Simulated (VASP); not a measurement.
# MgSe (Fm-3m) in VASP: notebook, part 2 of 2

VASP 6.6.1.

### Step 3. Relaxation of cell and atoms, PBE

This run uses another cell than the first one, of 20.25 Å³/atom, 0.969 times its volume.

File INCAR:

```
ALGO = Normal
EDIFF = 1E-6
EDIFFG = -0.005
ENCUT = 600
GGA = PE
IBRION = 2
ISIF = 3
ISMEAR = -1
LASPH = T
LCHARG = F
LREAL = F
LWAVE = F
NELM = 100
NSW = 80
PREC = Accurate
SIGMA = 0.02
```

File KPOINTS:

```
k-points
0
Gamma
  8 8 8
```

File POSCAR:

```
MgSe
1.0
    0.0000000000      2.7255000000      2.7255000000
    2.7255000000      0.0000000000      2.7255000000
    2.7255000000      2.7255000000      0.0000000000
Mg Se
1 1
Direct
    0.0000000000      0.0000000000      0.0000000000
    0.5000000000      0.5000000000      0.5000000000
```

Potentials or basis: VASP PAW PBE potentials, release 64 (Mg, Se).

The run is started by

```bash
> cat potpaw_PBE.64/Mg/POTCAR potpaw_PBE.64/Se/POTCAR > POTCAR
> mpirun -np 1 vasp_std > vasp.out
```

OUTCAR:

```text
EDIFF = 1E-6
   EDIFFG = -0.005
   ENCUT = 600
   GGA = PE
   IBRION = 2
   ISIF = 3
   ISMEAR = -1
   LASPH = T
   LREAL = F
   NELM = 100
   NSW = 80
   PREC = Accurate

 ion  position               nearest neighbor table
   1  0.000  0.000  0.000-   2 2.73   2 2.73   2 2.73   2 2.73   2 2.73   2 2.73
   2  0.500  0.500  0.500-   1 2.73   1 2.73   1 2.73   1 2.73   1 2.73   1 2.73

  LATTYP: Found a face centered cubic cell.
 ALAT       =     5.4510000000

  Lattice vectors:

 A1 = (   0.0000000000,   2.7255000000,   2.7255000000)
 A2 = (   2.7255000000,   0.0000000000,   2.7255000000)
 A3 = (   2.7255000000,   2.7255000000,   0.0000000000)

Analysis of symmetry for initial positions (statically):
=====================================================================
 Subroutine PRICEL returns:
 Original cell was already a primitive cell.

 Routine SETGRP: Setting up the symmetry group for a
 face centered cubic supercell.

 Subroutine GETGRP returns: Found 48 space group operations
 (whereof 48 operations were pure point group operations)
 out of a pool of 48 trial point group operations.

The static configuration has the point symmetry O_h .

Analysis of symmetry for dynamics (positions and initial velocities):
=====================================================================
 Subroutine PRICEL returns:
 Original cell was already a primitive cell.

 Routine SETGRP: Setting up the symmetry group for a
 face centered cubic supercell.

 Subroutine GETGRP returns: Found 48 space group operations
 (whereof 48 operations were pure point group operations)
 out of a pool of 48 trial point group operations.

The dynamic configuration has the point symmetry O_h .

 Subroutine INISYM returns: Found 48 space group operations
 (whereof 48 operations are pure point group operations),
 and found     1 'primitive' translations

----------------------------------------------------------------------------------------

                                     Primitive cell

  volume of cell :      40.4919

  direct lattice vectors                    reciprocal lattice vectors
     0.000000000  2.725500000  2.725500000    -0.183452578  0.183452578  0.183452578
     2.725500000  0.000000000  2.725500000     0.183452578 -0.183452578  0.183452578
     2.725500000  2.725500000  0.000000000     0.183452578  0.183452578 -0.183452578

  length of vectors
     3.854439064  3.854439064  3.854439064     0.317749185  0.317749185  0.317749185

  position of ions in fractional coordinates (direct lattice)
     0.000000000  0.000000000  0.000000000
     0.500000000  0.500000000  0.500000000

  ion indices of the primitive-cell ions
   primitive index   ion index
                 1           1
                 2           2

----------------------------------------------------------------------------------------

 KPOINTS: k-points

Automatic generation of k-mesh.
 Grid dimensions read from file:
 generate k-points for:    8    8    8

 Generating k-lattice:

[... 47 lines left out ...]
   dimension x,y,z NGXF=    64 NGYF=   64 NGZF=   64
   ions per type =               1   1
   NGX,Y,Z   is equivalent  to a cutoff of  13.80, 13.80, 13.80 a.u.
   NGXF,Y,Z  is equivalent  to a cutoff of  27.60, 27.60, 27.60 a.u.
 SYSTEM =  unknown system
   PREC   = accura    normal or accurate (medium, high low for compatibility)
   ISTART =      0    job   : 0-new  1-cont  2-samecut
   ICHARG =      2    charge: 1-file 2-atom 10-const
   ISPIN  =      1    spin polarized calculation?
   LNONCOLLINEAR =      F non collinear calculations
   LSORBIT =      F    spin-orbit coupling
   LASPH  =      T    aspherical Exc in radial PAW
   ENCUT  =  600.0 eV  44.10 Ry    6.64 a.u.   7.70  7.70  7.70*2*pi/ulx,y,z
   NELM   =    100;   NELMIN=  2; NELMDL= -5     # of ELM steps
   EDIFF  = 0.1E-05   stopping-criterion for ELM
   LREAL  =      F    real-space projection
   EDIFFG = -.5E-02   stopping-criterion for IOM
   NSW    =     80    number of steps for IOM
   IBRION =      2    ionic relax: 0-MD 1-quasi-New 2-CG
   NFREE  =      1    steps in history (QN), initial steepest desc. (CG)
   ISIF   =      3    stress and relaxation
   ISYM   =      2    0-nonsym 1-usesym 2-fastsym
   POTIM  = 0.5000    time-step for ionic-motion
   TEBEG  =    0.0;   TEEND  =   0.0 temperature during run
   PSTRESS=    0.0 pullay stress
   NELECT =       8.0000    total number of electrons
   NUPDOWN=      -1.0000    fix difference up-down
   EMIN   =  10.00;   EMAX   =-10.00  energy-range for DOS
   EFERMI =   0.00;   METHOD = LEGACY
   ISMEAR =    -1;   SIGMA  =   0.02  broadening in eV -4-tet -1-fermi 0-gaus
   EFERMI_NEDOS =   21; number of points for ismear=-14 and -15
   IALGO  =     38    algorithm
   IMIX   =      4    mixing-type and parameters
     AMIX     =   0.40;   BMIX     =  1.00
     AMIX_MAG =   1.60;   BMIX_MAG =  1.00
  volume/ion in A,a.u.               =      20.25       136.63
  Fermi-wavevector in a.u.,A,eV,Ry     =   0.953488  1.801831 12.369596  0.909140
  Thomas-Fermi vector in A             =   2.082148
   LORBIT       =      0    0 simple, 1 ext, 2 COOP (PROOUT), +10 PAW based schemes
   GGA     = PE    functional components
   LHFCALC =     F    Hartree Fock is set to
   AEXX    =    0.0000 exact exchange contribution
   IVDW    =     0    specifies the selected vdW correction
   LEPSILON=     F    determine dielectric tensor
   LRPA    =     F    only Hartree local field effects (RPA)
 conjugate gradient relaxation of ions
 non-spin polarized calculation
  energy-cutoff  :      600.00
  volume of cell :       40.49
 maximum number of plane-waves:      1365
   NGX = 15   NGY = 15   NGZ = 15

--------------------------------------- Ionic step        1  -------------------------------------------

 number of electron       8.0000000 magnetization

 Free energy of the ion-electron system (eV)
  ---------------------------------------------------
  ext. energy  EPLUGINS =         0.00000000
  ---------------------------------------------------
  free energy    TOTEN  =        -7.48352011 eV

  energy without entropy =       -7.48352011  energy(sigma->0) =       -7.48352011

------------------------ aborting loop because EDIFF is reached ----------------------------------------

  FORCE on cell =-STRESS in cart. coord.  units (eV):
  Direction    XX          YY          ZZ          XY          YZ          ZX
  --------------------------------------------------------------------------------------
  -------------------------------------------------------------------------------------
  Total        0.4825292      0.4825292      0.4825292     -0.0000000      0.0000000     -0.0000000
  in kB       19.0926253     19.0926253     19.0926253     -0.0000000      0.0000000     -0.0000000
  external PRESSURE =      19.0926253 kB  Pullay stress =       0.0000000 kB
[... 59 lines left out ...]
--------------------------------------- Ionic step        3  -------------------------------------------

 number of electron       8.0000001 magnetization

 Free energy of the ion-electron system (eV)
  ---------------------------------------------------
  ext. energy  EPLUGINS =         0.00000000
  ---------------------------------------------------
  free energy    TOTEN  =        -7.49047411 eV

  energy without entropy =       -7.49047411  energy(sigma->0) =       -7.49047411

 E-fermi :   3.3671     XC(G=0):  -9.3723

 val. band max:        2.9858839661   @ k =   0.0000   0.0000   0.0000
 cond. band min:       4.7384935493   @ k =   0.5000   0.5000   0.0000
 fundamental gap:      1.7526095832
 Fermi energy:         3.3671197476

 k-point     1 :       0.0000    0.0000    0.0000
  band No.  band energies     occupation
      1      -9.7994      2.00000
      2       2.9859      2.00000
      3       2.9859      2.00000
      4       2.9859      2.00000
      5       5.3911      0.00000
      6      10.4065      0.00000
      7      10.4065      0.00000
      8      10.4065      0.00000
[... 243 lines left out ...]
 k-point    24 :      -0.3750    0.2500    0.1250
  band No.  band energies     occupation
      1      -8.5872      2.00000
      2      -1.3011      2.00000
      3       0.8482      2.00000
      4       1.8249      2.00000
      5       7.6557      0.00000
      6       8.3485      0.00000
      7      10.6445      0.00000
      8      11.9182      0.00000

 [... further k-points ...]

------------------------ aborting loop because EDIFF is reached ----------------------------------------

  FORCE on cell =-STRESS in cart. coord.  units (eV):
  Direction    XX          YY          ZZ          XY          YZ          ZX
  --------------------------------------------------------------------------------------
  -------------------------------------------------------------------------------------
  Total       -0.0015778     -0.0015778     -0.0015778      0.0000000      0.0000000      0.0000000
  in kB       -0.0606382     -0.0606382     -0.0606382      0.0000000      0.0000000      0.0000000
  external PRESSURE =      -0.0606382 kB  Pullay stress =       0.0000000 kB
[... 17 lines left out ...]
  FREE ENERGIE OF THE ION-ELECTRON SYSTEM (eV)
  ---------------------------------------------------
  free  energy   TOTEN  =        -7.4904741148 eV

  energy  without entropy=       -7.4904741148  energy(sigma->0) =       -7.49047411

 reached required accuracy - stopping structural energy minimisation
```

OSZICAR:

```text
N       E                     dE             d eps       ncg     rms          rms(c)
DAV:   1     0.254496085494E+02    0.25450E+02   -0.39118E+03   472   0.902E+02
DAV:   2    -0.663595395419E+01   -0.32086E+02   -0.30752E+02   600   0.102E+02
DAV:   3    -0.777912602515E+01   -0.11432E+01   -0.11432E+01   576   0.263E+01
DAV:   4    -0.778312390812E+01   -0.39979E-02   -0.39979E-02   704   0.184E+00
[... 17 lines left out ...]
       N       E                     dE             d eps       ncg     rms          rms(c)
DAV:   1    -0.749127632099E+01   -0.10394E-02   -0.16759E-02   528   0.781E-01    0.153E-01
DAV:   2    -0.749057741348E+01    0.69891E-03   -0.16796E-03   480   0.216E-01    0.512E-02
DAV:   3    -0.749047500796E+01    0.10241E-03   -0.55774E-04   528   0.122E-01    0.301E-02
DAV:   4    -0.749047411478E+01    0.89318E-06   -0.55809E-06   472   0.189E-02
   3 F= -.74904741E+01 E0= -.74904741E+01  d E =-.695400E-02
```

CONTCAR:

```text
MgSe
   1.00000000000000
     0.0000000000000000    2.7520756118341807    2.7520756118341807
     2.7520756118341807    0.0000000000000000    2.7520756118341807
     2.7520756118341807    2.7520756118341807   -0.0000000000000000
  Mg              Se
     1     1
Direct
     0.0000000000000000    0.0000000000000000    0.0000000000000000
     0.5000000000000000    0.5000000000000000    0.5000000000000000

  0.00000000E+00  0.00000000E+00  0.00000000E+00
  0.00000000E+00  0.00000000E+00  0.00000000E+00
```

Wall time 11 s (1 thread of Intel Xeon 6975P-C (Granite Rapids), shared host); peak memory 0.18 GiB.

What came out:

| Quantity | Value |
| --- | --- |
| Free energy | -7.4905 eV |
| Relaxed volume | 20.84 Å³/atom |
| Relaxed cell | a = 3.892 Å, b = 3.892 Å, c = 3.892 Å, α = 60.00°, β = 60.00°, γ = 60.00° |
| Space group after relaxing (to 0.05 Å) | Fm-3m (No. 225) |
| Energy gained by relaxing | 3.5 meV/atom |
| Ionic steps | 3 |
| Pressure after relaxing | 0.0 GPa |
| Band gap on the k mesh | 1.75 eV, indirect (least direct gap 2.41 eV) |

The path:
```csv
step,energy change (eV),largest force (eV/Å),pressure (GPa),volume (Å³)
1,0.0000,0.0000,1.91,40.49
2,-0.0067,0.0000,-0.34,41.92
3,-0.0070,0.0000,-0.01,41.69
```

Final structure:
```xyz
2
Lattice="0.0000 2.7521 2.7521 2.7521 0.0000 2.7521 2.7521 2.7521 0.0000" Properties=species:S:1:pos:R:3 pbc="T T T"
Mg    0.0000    0.0000    0.0000
Se    2.7521    2.7521    2.7521
```

Levels at points of the mesh, in eV from the valence-band top:
| k point | band 1 | band 2 | band 3 | band 4 | band 5 | band 6 | band 7 | band 8 |
| --- | --- | --- | --- | --- | --- | --- | --- | --- |
| (0.00, 0.00, 0.00) | -12.79 | 0.00 | 0.00 | 0.00 | 2.41 | 7.42 | 7.42 | 7.42 |
| (0.50, 0.00, 0.00) | -11.73 | -4.79 | -0.55 | -0.55 | 3.79 | 6.06 | 6.06 | 8.40 |
| (0.50, 0.50, 0.00) | -11.43 | -4.11 | -1.72 | -1.72 | 1.75 | 4.04 | 11.47 | 11.91 |

A k mesh can miss the band edges. Zero-point motion and thermal expansion aren't in these numbers.

### Step 4. Single point, PBE, non-collinear spin, zero start, spin-orbit coupling

This run uses another cell than the first one, of 20.49 Å³/atom, 0.980 times its volume.

File INCAR:

```
SYSTEM = MgSe
PREC = Accurate
ENCUT = 520
EDIFF = 1E-6
ISMEAR = 0
SIGMA = 0.01
LREAL = .FALSE.
LASPH = .TRUE.
NELM = 150
ALGO = Normal
ISIF = 2
LWAVE = .FALSE.
LCHARG = .FALSE.
LNONCOLLINEAR = .TRUE.
MAGMOM = 0 0 0 0 0 0
LORBIT = 11
LSORBIT = .TRUE.
GGA_COMPAT = .FALSE.
LORBMOM = .TRUE.
GGA = PE
NBANDS = 20
```

File KPOINTS:

```
Automatic mesh
0
G
  8 8 8
  0 0 0
```

File POSCAR:

```
MgSe
1.0
    0.0000000000      2.7362756101      2.7362756101
    2.7362756101      0.0000000000      2.7362756101
    2.7362756101      2.7362756101      0.0000000000
Mg Se
1 1
Direct
    0.0000000000      0.0000000000      0.0000000000
    0.5000000000      0.5000000000      0.5000000000
```

The run is started by

```bash
> cat potpaw_PBE.64/Mg/POTCAR potpaw_PBE.64/Se/POTCAR > POTCAR
> mpirun -np 1 vasp_ncl > vasp.out
```

Wall time 28 s (1 thread of Intel Xeon 6975P-C (Granite Rapids), shared host); peak memory 0.28 GiB.

The run converged. Its results:

```yaml
Free_energy: -7.5055 eV
Pressure: 1.1 GPa
Net_moment: 0.00 μB per cell
Valence_electrons_inside_the_program's_atomic_spheres: Mg 0.29; Se 3.95
```

Moments on the atoms (μB; x, y, z):
```
Mg  0.00 0.00 0.00
Se  0.00 0.00 0.00
```

### Step 5. Summary

| task | spin | cell | cutoff (eV) | smearing | gap on the mesh (eV) | pressure (GPa) |
| --- | --- | --- | --- | --- | --- | --- |
| single point | off | Fm-3m, 20.9 Å³/atom | 520 | fermi-dirac 0.02 eV | 1.75 | -0.1 |
| relaxation of cell and atoms | off | relaxed | 600 | fermi-dirac 0.02 eV | 1.75 | 0.0 |
| single point | non-collinear, zero start, SOC | Fm-3m, 20.49 Å³/atom | 520 | gaussian 0.01 eV | - | 1.1 |

Alike in all rows: level PBE; potentials or basis VASP PAW PBE potentials, release 64 (Mg, Se); k mesh 8 × 8 × 8.

Absolute energies hang on the potentials; compare differences alone.
